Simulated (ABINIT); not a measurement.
The system is MoS2, a slab with vacuum.

```xyz
3
Lattice="3.1841 0.0000 0.0000 -1.5921 2.7575 0.0000 0.0000 0.0000 17.3346" Properties=species:S:1:pos:R:3 pbc="T T T"
Mo    0.0000    0.0000    0.0000
S     0.0000    1.8384   15.7833
S     0.0000    1.8384    1.5513
```

* Program: ABINIT 10.8.3 (patched build)
* Task: single point
* Functional: PBE
* Potentials or basis: JTH PAW PBE v2.0
* Cutoff: 544 eV
* k mesh: 10 × 10 × 2
* Occupations: fermi-dirac, width 0.05 eV
* Spin: no spin polarisation

On this cell: largest force 0.221 eV/Å; band gap on the k mesh 1.74 eV, indirect (least direct gap 1.93 eV).

The same run follows on a disturbed copy (atoms moved at random, drawn with an rms of 0.05 Å):

```
Mo S
1.0
     3.18413    0.00000    0.00000
    -1.59206    2.75753    0.00000
     0.00000    0.00000   17.33460
Mo S
1 2
Direct
  0.00290 0.98616 0.99953
  0.33139 0.66107 0.91056
  0.32174 0.65518 0.08953
```

Question: What changes?

Answer: The energy moves by +7.0 meV/atom; largest force 0.887 eV/Å; band gap on the k mesh 1.73 eV, indirect (least direct gap 1.91 eV).

Forces in eV/Å, atoms in the order of the input:
```
Mo  -0.793  0.300  0.259
S    0.306 -0.219 -0.383
S    0.487 -0.081  0.124
```

A k mesh can miss the band edges.
